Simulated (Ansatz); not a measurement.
# NiO: starts and ends of a spin-polarised SCF, part 2 of 3

How much does the result for NiO depend on the starting moments? The same cell is run from several starts. We look at NiO: its deposited structure (space group Fm-3m, primitive cell doubled), with 4 atoms per cell. Source: COD entry 4320496.

Ansatz 0.2.0; DFT PBE, PAW, plane waves, scalar-relativistic. Earlier steps stand in the parts before.

### 3 Opposed moments +-, plain SCF

input.yaml

```yaml
crystal:
  lattice:
    - [4.1939, 2.09695, 2.09695]
    - [2.09695, 4.1939, 2.09695]
    - [2.09695, 2.09695, 4.1939]
  atoms:
    - { symbol: Ni, position: [0.0, 0.0, 0.0], spin: 2.0 }
    - { symbol: Ni, position: [0.5, 0.5, 0.5], spin: -2.0 }
    - { symbol: O, position: [0.25, 0.25, 0.25] }
    - { symbol: O, position: [0.75, 0.75, 0.75] }
magnetization:
  spin_polarized: true
hamiltonian:
  xc: pbe
  pseudopotentials: { kind: paw }
basis:
  ecutwfc: 420
kpoints:
  mp_grid: { grid: [8, 8, 8] }
scf:
  occupations: { method: gaussian, width: 0.03 }
  lower_state_search: "off"
output:
  forces: true
  stress: true
  write_density: true
  write_potential: true
  elf: true
  volumetric_format: npy
```

Started as:

```sh
$ ansatz run input.yaml --threads 2 --pin off --max-ram 5120MiB --backend cpu --events-out ev --progress --plain --runs-dir out
```

What it wrote:

```text
[... 13 lines as in an earlier run ...]
Symmetry: 12 space group operations
Space group: R-3m (ITA 166), of the structure as read, at distance tolerance 3.3e-5 Å
Magnetic group: BNS 166.102 (UNI 1332), of the structure as read, at distance tolerance 3.3e-5 Å
[... 7 lines as in an earlier run ...]
Starting moments: Σ|m| = 4 μB on 2 of 4 sites
Starting magnetic order: antiferromagnet; a translation exchanges its spin sublattices: spin-degenerate at every k-point
[... 2 lines as in an earlier run ...]
spin-down is spin-up translated by (0.5, 0.5, 0.5): one eigenproblem is solved per k-point and the antiferromagnetic symmetry of the starting moments is kept exactly by this SCF (crystal.symmetry.spin_inversion_symmetry: false solves both channels; [...]
SCF iter   1: F=—  HF=-12817.656049 eV  |F-HF|=—  |Δ(HF+E_count)|=         —  Δρ=2.71e-1 (↑2.71e-1 ↓2.71e-1)  dr2=5.26e1  dr2_m=9.16e0  M=0.000 μB ∫|m|=0.988 μB  β_m=0.30  ethr=3.10e-3  ⟨swp⟩=5.0  Hψ=7644  notcnv=0  defer=1
preconditioner: auto → Kerker (q_TF=auto, 2.851 Å⁻¹)  [metal: Δε(μ)=0.024 eV  Ē_g=13.779 eV  σ=0.030 eV  W_gap=0.39  n_scr=16 (ndim 8)  ℏωp=34.6 eV  f_vac=0.000  D(μ)=3.00/eV (n_scr^D=28)]
[... 1 line as in an earlier run ...]
SCF iter   2: F=—  HF=-12811.701312 eV  |F-HF|=—  |Δ(HF+E_count)|=    5.95e0  Δρ=8.11e-2 (↑8.11e-2 ↓8.11e-2)  dr2=1.20e0  dr2_m=1.23e0  M=0.000 μB ∫|m|=2.912 μB  β_m=0.30  ethr=3.10e-3  ⟨swp⟩=4.0  Hψ=5150  notcnv=0  defer=197
Mixer restart at iter 2: flushing history
preconditioner: auto → none  [insulator: Δε(μ)=0.261 eV  Ē_g=12.896 eV  σ=0.030 eV  W_gap=1.00  n_scr=16 (ndim 8)  ℏωp=34.6 eV  f_vac=0.000  D(μ)=0.00/eV (n_scr^D=0)  ε∞_Penn≈8.2]
[... 1 line as in an earlier run ...]
SCF iter   3: F=—  HF=-12811.641191 eV  |F-HF|=—  |Δ(HF+E_count)|=   6.01e-2  Δρ=6.46e-2 (↑6.46e-2 ↓6.46e-2)  dr2=1.02e0  dr2_m=1.03e0  M=0.000 μB ∫|m|=2.631 μB  β_m=0.41  ethr=2.51e-3  ⟨swp⟩=3.3  Hψ=4013  notcnv=0  defer=219
SCF iter   4: F=—  HF=-12811.841264 eV  |F-HF|=—  |Δ(HF+E_count)|=   2.00e-1  Δρ=4.19e-2 (↑4.19e-2 ↓4.19e-2)  dr2=9.65e-1  dr2_m=1.42e-1  M=0.000 μB ∫|m|=3.025 μB  β_m=0.41  ethr=2.12e-3  ⟨swp⟩=2.1  Hψ=3141  notcnv=0  defer=215
SCF iter   5: F=—  HF=-12811.861817 eV  |F-HF|=—  |Δ(HF+E_count)|=   2.06e-2  Δρ=1.16e-2 (↑1.16e-2 ↓1.16e-2)  dr2=7.14e-2  dr2_m=2.04e-2  M=0.000 μB ∫|m|=2.984 μB  β_m=0.71  ethr=2.01e-3  ⟨swp⟩=2.7  Hψ=3463  notcnv=0  defer=221
SCF iter   6: F=—  HF=-12811.880683 eV  |F-HF|=—  |Δ(HF+E_count)|=   1.89e-2  Δρ=3.36e-3 (↑3.36e-3 ↓3.36e-3)  dr2=5.38e-3  dr2_m=1.95e-3  M=0.000 μB ∫|m|=3.018 μB  β_m=0.69  ethr=1.49e-4  ⟨swp⟩=2.0  Hψ=2708  notcnv=0  defer=221
SCF iter   7: F=—  HF=-12811.880744 eV  |F-HF|=—  |Δ(HF+E_count)|=   6.03e-5  Δρ=1.58e-3 (↑1.58e-3 ↓1.58e-3)  dr2=1.14e-3  dr2_m=2.84e-4  M=0.000 μB ∫|m|=3.024 μB  β_m=0.65  ethr=1.12e-5  ⟨swp⟩=2.0  Hψ=3219  notcnv=0  defer=221
SCF iter   8: F=—  HF=-12811.880484 eV  |F-HF|=—  |Δ(HF+E_count)|=   2.59e-4  Δρ=8.08e-4 (↑8.08e-4 ↓8.08e-4)  dr2=2.71e-4  dr2_m=1.48e-4  M=0.000 μB ∫|m|=3.030 μB  β_m=0.69  ethr=2.37e-6  ⟨swp⟩=2.0  Hψ=3421  notcnv=0  defer=221
SCF iter   9: F=—  HF=-12811.880456 eV  |F-HF|=—  |Δ(HF+E_count)|=   2.82e-5  Δρ=1.21e-4 (↑1.21e-4 ↓1.21e-4)  dr2=7.85e-6  dr2_m=3.01e-6  M=0.000 μB ∫|m|=3.031 μB  β_m=0.79  ethr=5.65e-7  ⟨swp⟩=2.2  Hψ=2605  notcnv=0  defer=221
SCF iter  10: F=—  HF=-12811.880411 eV  |F-HF|=—  |Δ(HF+E_count)|=   4.53e-5  Δρ=8.47e-6 (↑8.47e-6 ↓8.47e-6)  dr2=4.49e-8  dr2_m=7.23e-9  M=0.000 μB ∫|m|=3.031 μB  β_m=0.86  ethr=2.08e-10  ⟨swp⟩=12.5  Hψ=16246  notcnv=0
SCF iter  11: F=-12811.880411 eV  HF=-12811.880411 eV  |F-HF|=1.31e-10  |Δ(HF+E_count)|=   2.38e-9  Δρ=6.57e-7 (↑6.57e-7 ↓6.57e-7)  dr2=3.94e-11  dr2_m=1.10e-10  M=0.000 μB ∫|m|=3.031 μB  ethr=9.35e-11  ⟨swp⟩=5.6  Hψ=11251  notcnv=0
SCF 1 converged in 11 iterations: F = -12811.880411 eV  dr2 = 3.94e-11
SCF converged after 11 iterations
Magnetization: 0.0000 μB (24.0000 up, 24.0000 down)
Absolute magnetization: 3.0294 μB (∫|ρ↑−ρ↓|, with the PAW one-centre terms)
Spin contamination: 1.5250 ħ² per cell (⟨S²⟩ above its minimum at these occupations)
Per-site moments (μB) at R_I (Å): [(1.3716722295733659, 0.8649918750000001), (-1.371672229573365, 0.8649918749999999), (6.207599875385637e-18, 0.8649918750000001), (2.0058806988408542e-18, 0.8649918749999999)]
Free energy (F): -12811.880411 eV
Harris-Foulkes:  -12811.880411 eV  (|F-HF|=1.31e-10)
Internal energy: -12811.880411 eV  (E = F + TS)
E sigma→0 (E₀):  -12811.880411 eV
Fermi energy:    14.112754 eV
--- Per-component energies (eV) ---
  E_band       = -663.718309
  E_kinetic    = 903.489373
  E_local      = -8041.684975  (includes V_loc(G=0)·N_el)
  E_nonlocal   = 1385.451508
  E_hartree    = 3312.792921
  E_xc         = -311.873584
  E_vxc        = -400.040154  (∫ρ·V_xc dr)
  E_paw        = -3584.761150  (= ΣΔE_a)
  E_vpaw       = -1136.525162  (= ΣTr[D̂ρ^β])
  E_aug_tail   = 0.005707  (compensation charges beyond the density's cutoff)
  E_ewald      = -6475.300211
  E_smearing   = -0.000000  (= −TS)
  E_closure    = 0.000000  (closes the sum)
  Σ components = -12811.880411   (vs F -12811.880411, Δ=0.00e0)
--- Forces (eV/Å), atoms counted from 1 ---
  atom   1  Ni    -0.00000000     0.00000000     0.00000000
  atom   2  Ni     0.00000000     0.00000000     0.00000000
  atom   3  O      0.00000000     0.00000000     0.00000000
  atom   4  O     -0.00000000    -0.00000000    -0.00000000
  max |Σ_I F_I| component: 1.01e-28 eV/Å
--- Stress (GPa, compression-positive) ---
       -0.208760      -0.255216      -0.255216
       -0.255216      -0.208760      -0.255216
       -0.255216      -0.255216      -0.208760
  P = ⅓ Tr σ = -0.2088 GPa (-2.088 kbar)
--- Band table (eV; the first three rows and the last of 130) ---
  k-point 0 ↑: bands = ["-90.1117", "-88.3283", "-50.5142", "-50.4902", "-50.4902", "-48.7712", "-48.7547", "-48.7547", "-5.9567", "-4.5901", "6.1801", "8.7530", "8.7530", "11.3706", "11.3706", "11.3769", "11.8215", "11.8215", "11.9164", "12.1474", "12.1474", "13.0832", "13.0832", "13.3449", "15.7073", "15.7073", "15.7361", "19.7751", "24.1950", "28.2170", "28.2170", "31.8588"]
  k-point 1 ↑: bands = ["-90.1114", "-88.3280", "-50.5137", "-50.4934", "-50.4910", "-48.7708", "-48.7582", "-48.7556", "-5.7985", "-4.5646", "6.4496", "8.6605", "8.7958", "10.0181", "10.7617", "10.7976", "11.8583", "12.1751", "12.2018", "12.3305", "12.6992", "13.1565", "13.1846", "13.3366", "15.2362", "15.6127", "16.7486", "20.6859", "23.9803", "27.0311", "28.5972", "29.6451"]
  k-point 2 ↑: bands = ["-90.1108", "-88.3274", "-50.5126", "-50.5011", "-50.4930", "-48.7697", "-48.7668", "-48.7578", "-5.3878", "-4.5013", "7.1147", "8.2956", "8.4830", "8.8890", "9.9108", "10.1551", "11.7983", "12.3135", "12.4249", "12.6868", "12.8527", "13.1142", "13.3987", "13.4252", "14.9307", "15.4114", "18.6930", "22.4506", "23.4678", "25.3134", "27.2941", "29.3425"]
  k-point 64 ↓: bands = ["-90.1117", "-88.3283", "-50.5140", "-50.4902", "-50.4902", "-48.7714", "-48.7547", "-48.7547", "-5.3371", "-5.3301", "8.2084", "8.2493", "9.2422", "9.2422", "10.0056", "10.0056", "11.9372", "11.9372", "12.3318", "12.8836", "12.8836", "13.0169", "13.5431", "13.5431", "15.1964", "15.1964", "18.4037", "18.5366", "26.3239", "26.4111", "30.4637", "30.4637"]
```

Wall time 4.8 s (2 threads of Arm Neoverse V1, shared host); peak memory 0.39 GiB.

End: antiferromagnetic (magnetic neighbours of Ni1 with a moment over 0.3 of its own that point the other way: 6 of 12 at 2.97 Å, 6 of 6 at 4.19 Å), site moments Ni1 1.37, Ni2 -1.37 μB, total 0.00 μB per cell, a gap of 0.96 eV on the k-mesh. Against step 2, the lowest until now, it is 132 meV/atom lower.

Density in a lattice plane of the grid's cell (edges 2.97 and 2.97 Å, at 0.000 of the third edge), which holds Ni. It is the smooth density of the valence electrons, not physical close to the nuclei.

Ten even steps from ' ' (0.14 e/Å³) to '@' (60.84 e/Å³):
```
####**--::                                ..--++
==++==--::..                                ..--
::::::::..                                    ..
    ....                                        
                                                
                                                
                                                
                                                
                                                
                                                
                                                
                                                
                                                
                                                
                                                
                                          ....  
::..                                    ..::::::
==--..                                ..::--==++
##++--..                                ::--**##
@@%%++--..                              ..--++%%
```
Columns run along the first of these edges and rows up along the second, over one cell in 24 and 20 even steps from the bottom left corner. Atoms in the plane (fractional): Ni at (0.00, 0.00).

Spin density (up less down) in a lattice plane of the grid's cell (edges 2.97 and 2.97 Å, at 0.000 of the third edge), which holds Ni.

Ten even steps from '0' (-0.01 e/Å³) to '9' (5.82 e/Å³):
```
775310000000000000000135
444210000000000000000012
122110000000000000000000
000000000000000000000000
000000000000000000000000
000000000000000000000000
000000000000000000000000
000000000000000000000000
000000000000000000000000
000000000000000000000000
000000000000000000000000
000000000000000000000000
000000000000000000000000
000000000000000000000000
000000000000000000000000
000000000000000000000000
100000000000000000001122
421000000000000000001244
753100000000000000001357
975210000000000000001257
```
Columns run along the first of these edges and rows up along the second, over one cell in 24 and 20 even steps from the bottom left corner. Atoms in the plane (fractional): Ni at (0.00, 0.00).

### 4 No spin polarisation

Changes to input.yaml since step 3:

```diff
@@ -6,8 +6,6 @@
   atoms:
-    - { symbol: Ni, position: [0.0, 0.0, 0.0], spin: 2.0 }
-    - { symbol: Ni, position: [0.5, 0.5, 0.5], spin: -2.0 }
+    - { symbol: Ni, position: [0.0, 0.0, 0.0] }
+    - { symbol: Ni, position: [0.5, 0.5, 0.5] }
     - { symbol: O, position: [0.25, 0.25, 0.25] }
     - { symbol: O, position: [0.75, 0.75, 0.75] }
-magnetization:
-  spin_polarized: true
 hamiltonian:
```

Started as:

```sh
$ ansatz run input.yaml --threads 2 --pin off --max-ram 5120MiB --backend cpu --events-out ev --progress --plain --runs-dir out
```

What it wrote:

```text
[... 12 lines as in an earlier run ...]
Bands: 29, of which v1, the nominal top of the filled ones, is band 24 counted from 1 (23 counted from 0)
[... 8 lines as in an earlier run ...]
Initial density: superposition of atomic densities (neutral atoms: chi_scale 0, normalization atom), corrected by the library's trained network
[... 2 lines as in an earlier run ...]
SCF iter   1: F=—  HF=-12811.084422 eV  |F-HF|=—  |Δ(HF+E_count)|=         —  Δρ=4.35e-3  dr2=6.19e-3  ethr=1.77e-3  ⟨swp⟩=5.0  Hψ=6396  notcnv=0
preconditioner: auto → Kerker (q_TF=auto, 2.851 Å⁻¹)  [metal: Δε(μ)=0.021 eV  Ē_g=9.913 eV  σ=0.030 eV  W_gap=0.35  n_scr=16 (ndim 8)  ℏωp=34.6 eV  f_vac=0.000  D(μ)=5.46/eV (n_scr^D=90)]
SCF iter   2: F=—  HF=-12811.084319 eV  |F-HF|=—  |Δ(HF+E_count)|=   1.03e-4  Δρ=2.00e-3  dr2=1.52e-3  ethr=1.29e-5  ⟨swp⟩=2.1  Hψ=4125  notcnv=0  defer=7
SCF iter   3: F=—  HF=-12811.084155 eV  |F-HF|=—  |Δ(HF+E_count)|=   1.64e-4  Δρ=3.17e-4  dr2=3.82e-5  ethr=3.16e-6  ⟨swp⟩=1.7  Hψ=1904  notcnv=0  defer=7
SCF iter   4: F=—  HF=-12811.084148 eV  |F-HF|=—  |Δ(HF+E_count)|=   6.81e-6  Δρ=8.37e-5  dr2=8.96e-7  ethr=7.95e-8  ⟨swp⟩=2.0  Hψ=2583  notcnv=0  defer=7
SCF iter   5: F=—  HF=-12811.084149 eV  |F-HF|=—  |Δ(HF+E_count)|=   2.37e-7  Δρ=4.56e-5  dr2=3.46e-7  ethr=1.87e-9  ⟨swp⟩=2.0  Hψ=3325  notcnv=0  defer=7
SCF iter   6: F=-12811.084148 eV  HF=-12811.084148 eV  |F-HF|=5.50e-9  |Δ(HF+E_count)|=   2.00e-7  Δρ=8.25e-6  dr2=1.88e-8  ethr=2.08e-10  ⟨swp⟩=8.2  Hψ=13627  notcnv=0
SCF 1 converged in 6 iterations: F = -12811.084148 eV  dr2 = 1.88e-8
SCF converged after 6 iterations
Free energy (F): -12811.084148 eV
Harris-Foulkes:  -12811.084148 eV  (|F-HF|=5.50e-9)
Internal energy: -12811.081587 eV  (E = F + TS)
E sigma→0 (E₀):  -12811.082868 eV
Entropy (-TS):   -0.002561 eV (-0.640 meV/atom)
Fermi energy:    14.185819 eV
--- Per-component energies (eV) ---
  E_band       = -655.217168
  E_kinetic    = 905.984242
  E_local      = -8054.957778  (includes V_loc(G=0)·N_el)
  E_nonlocal   = 1387.780503
  E_hartree    = 3324.179213
  E_xc         = -311.928135
  E_vxc        = -400.139508  (∫ρ·V_xc dr)
  E_paw        = -3586.845003  (= ΣΔE_a)
  E_vpaw       = -1142.250590  (= ΣTr[D̂ρ^β])
  E_aug_tail   = 0.005581  (compensation charges beyond the density's cutoff)
  E_ewald      = -6475.300211
  E_smearing   = -0.002561  (= −TS)
  E_closure    = 0.000000  (closes the sum)
  Σ components = -12811.084148   (vs F -12811.084148, Δ=0.00e0)
--- Forces (eV/Å), atoms counted from 1 ---
  atom   1  Ni     0.00000000     0.00000000     0.00000000
  atom   2  Ni     0.00000000     0.00000000    -0.00000000
  atom   3  O      0.00000000     0.00000000     0.00000000
  atom   4  O      0.00000000     0.00000000     0.00000000
  max |Σ_I F_I| component: 1.58e-28 eV/Å
--- Stress (GPa, compression-positive) ---
       -4.478658      -0.017719      -0.017719
       -0.017719      -4.478658      -0.017719
       -0.017719      -0.017719      -4.478658
  P = ⅓ Tr σ = -4.4787 GPa (-44.787 kbar)
--- Band table (eV; the first three rows and the last of 65) ---
  k-point 0: bands = ["-88.8907", "-88.8880", "-49.3302", "-49.3037", "-49.3037", "-49.2994", "-49.2994", "-49.2993", "-6.2340", "-4.9104", "6.0490", "8.7768", "8.7768", "11.0395", "11.0407", "11.0407", "12.3156", "12.3156", "12.3157", "12.6354", "12.6354", "13.1253", "13.1253", "13.4810", "15.4015", "15.4015", "15.6579", "19.7429", "24.0354"]
  k-point 1: bands = ["-88.8903", "-88.8879", "-49.3285", "-49.3069", "-49.3044", "-49.3031", "-49.3005", "-49.3001", "-6.0799", "-4.8852", "6.3133", "8.6556", "8.8152", "9.8331", "10.5589", "10.6189", "12.2979", "12.5460", "12.6304", "12.9201", "13.0526", "13.1123", "13.3561", "13.4295", "14.8324", "15.2815", "16.6231", "20.6340", "23.8416"]
  k-point 2: bands = ["-88.8894", "-88.8875", "-49.3241", "-49.3146", "-49.3118", "-49.3060", "-49.3030", "-49.3023", "-5.6808", "-4.8230", "6.9738", "8.2538", "8.2626", "8.9061", "9.7859", "9.9819", "12.2692", "12.8256", "12.9098", "13.0503", "13.1150", "13.3869", "13.4968", "13.9616", "14.1205", "14.9866", "18.5385", "22.3922", "23.3897"]
  k-point 64: bands = ["-88.8893", "-88.8893", "-49.3148", "-49.3148", "-49.3016", "-49.3016", "-49.3016", "-49.3016", "-5.6283", "-5.6283", "8.0572", "8.0572", "9.5652", "9.5652", "9.5652", "9.5652", "12.7224", "12.7224", "12.7224", "12.7224", "12.9002", "12.9002", "14.3223", "14.3223", "14.3223", "14.3223", "18.3401", "18.3401", "26.3575"]
```

Wall time 2.7 s (2 threads of Arm Neoverse V1, shared host); peak memory 0.35 GiB.

The state reached is non-magnetic (no spin polarisation), no gap on the k-mesh. Against step 3, the lowest until now, it is 199 meV/atom higher.

Density in a lattice plane of the grid's cell (edges 2.97 and 2.97 Å, at 0.000 of the third edge), which holds Ni.

Values in e/Å³, 12 rows by 12 columns:
```
35.87 33.04 13.58  3.16  0.57  0.23  0.16  0.17  0.22  0.74  3.63 14.93
10.08 13.58  8.49  2.91  0.67  0.28  0.18  0.16  0.18  0.31  0.97  3.63
 1.85  3.16  2.91  1.54  0.56  0.28  0.19  0.17  0.17  0.20  0.31  0.74
 0.36  0.57  0.67  0.56  0.36  0.23  0.18  0.17  0.16  0.17  0.18  0.22
 0.18  0.23  0.28  0.28  0.23  0.19  0.16  0.16  0.17  0.17  0.16  0.17
 0.15  0.16  0.18  0.19  0.18  0.16  0.16  0.16  0.18  0.19  0.18  0.16
 0.18  0.17  0.16  0.17  0.17  0.16  0.16  0.19  0.23  0.28  0.28  0.23
 0.36  0.22  0.18  0.17  0.16  0.17  0.18  0.23  0.36  0.56  0.67  0.57
 1.85  0.74  0.31  0.20  0.17  0.17  0.19  0.28  0.56  1.54  2.91  3.16
10.08  3.63  0.97  0.31  0.18  0.16  0.18  0.28  0.67  2.91  8.49 13.58
35.87 14.93  3.63  0.74  0.22  0.17  0.16  0.23  0.57  3.16 13.58 33.04
60.91 35.87 10.08  1.85  0.36  0.18  0.15  0.18  0.36  1.85 10.08 35.87
```
Columns run along the first of these edges and rows up along the second, over one cell in 12 and 12 even steps from the bottom left corner. Atoms in the plane (fractional): Ni at (0.00, 0.00).

ELF in the same plane.

Ten even steps from '0' (0.08) to '9' (0.73):
```
888654321000000001124567
777654321000000000123456
555544321000000000012234
344443321000000000001123
233333211000000000000012
112222111000000010000001
001111100000000011000000
000000000000000000000000
000000000000000000000000
000000000000000000000000
000000000000000000000000
000000000000000000000000
000000011000000000111110
110000001000000011122221
221000000000000011233333
332110000000000012334444
543221000000000012344555
765432100000000012345677
876542110000000012345688
997643210000000001234679
```
Columns run along the first of these edges and rows up along the second, over one cell in 24 and 20 even steps from the bottom left corner. Atoms in the plane (fractional): Ni at (0.00, 0.00).

Both are smooth fields of the valence electrons: close to the nuclei they are not physical.

Outside the cores ELF peaks at 0.82 in the shell around O, 0.6 Å from O.

### 5 Spin on, no moments given (the program may seed its own), plain SCF

Changes to input.yaml since step 4:

```diff
@@ -27 +27,3 @@
   volumetric_format: npy
+magnetization:
+  spin_polarized: true
```

Started as:

```sh
$ ansatz run input.yaml --threads 2 --pin off --max-ram 5120MiB --backend cpu --events-out ev --progress --plain --runs-dir out
```

What it wrote, cut to the lines that bear on the results:

```text
[... 1 line as in an earlier run ...]
band count auto-derived: 30 (N_el = 48.0; filled up to band 24; 29 by the electrons, moments and atoms)
[... 11 lines as in an earlier run ...]
Bands: 30, of which v1, the nominal top of the filled ones, is band 24 counted from 1 (23 counted from 0)
[... 11 lines as in an earlier run ...]
[...]
Spin contamination: 0.0114 ħ² per cell (⟨S²⟩ above its minimum at these occupations)
Per-site moments (μB) at R_I (Å): [(1.4564185537108036, 0.8649918750000001), (1.456418553710805, 0.8649918749999999), (0.29680182162635504, 0.8649918750000001), (0.2968018216263548, 0.8649918749999999)]
Free energy (F): -12811.351913 eV
[...]
E sigma→0 (E₀):  -12811.351706 eV
Entropy (-TS):   -0.000414 eV (-0.104 meV/atom)
Fermi energy:    14.218523 eV
[... 31 lines left out: energy terms, forces, stress, bands ...]
```

Run time: 7.5 s. Hardware: 2 threads of Arm Neoverse V1, shared host; peak memory 0.38 GiB.

This is the state of step 2 again (ferromagnetic), after 14 iterations.

### 6 Parallel moments scaled by 0.2, plain SCF

Changes to input.yaml since step 5:

```diff
@@ -6,6 +6,8 @@
   atoms:
-    - { symbol: Ni, position: [0.0, 0.0, 0.0] }
-    - { symbol: Ni, position: [0.5, 0.5, 0.5] }
+    - { symbol: Ni, position: [0.0, 0.0, 0.0], spin: 0.4 }
+    - { symbol: Ni, position: [0.5, 0.5, 0.5], spin: 0.4 }
     - { symbol: O, position: [0.25, 0.25, 0.25] }
     - { symbol: O, position: [0.75, 0.75, 0.75] }
+magnetization:
+  spin_polarized: true
 hamiltonian:
@@ -27,3 +29 @@
   volumetric_format: npy
-magnetization:
-  spin_polarized: true
```

Started as:

```sh
$ ansatz run input.yaml --threads 2 --pin off --max-ram 5120MiB --backend cpu --events-out ev --progress --plain --runs-dir out
```

What it wrote, cut to the lines that bear on the results:

```text
[... 23 lines as in an earlier run ...]
Starting moments: Σ|m| = 0.8 μB on 2 of 4 sites
[... 2 lines as in an earlier run ...]
SCF iter   1: F=—  HF=-12819.132188 eV  |F-HF|=—  |Δ(HF+E_count)|=         —  Δρ=2.61e-1 (↑1.98e-1 ↓2.61e-1)  dr2=6.03e1  dr2_m=4.08e-1  M=0.195 μB ∫|m|=0.196 μB  β_m=0.30  ethr=3.10e-3  ⟨swp⟩=5.1  Hψ=13643  notcnv=0
[...]
[... 1 line as in an earlier run ...]
[...]
Spin contamination: 0.0114 ħ² per cell (⟨S²⟩ above its minimum at these occupations)
Per-site moments (μB) at R_I (Å): [(1.4564102702216741, 0.8649918750000001), (1.4564102702216741, 0.8649918749999999), (0.29679600668792405, 0.8649918750000001), (0.296796006687924, 0.8649918749999999)]
Free energy (F): -12811.351913 eV
[...]
E sigma→0 (E₀):  -12811.351706 eV
Entropy (-TS):   -0.000414 eV (-0.104 meV/atom)
Fermi energy:    14.218549 eV
[... 31 lines left out: energy terms, forces, stress, bands ...]
```

Wall time 26 s (2 threads of Arm Neoverse V1, shared host); peak memory 0.38 GiB.

This is the state of step 2 again (ferromagnetic), after 51 iterations.

(Continued in part 3 of 3.)
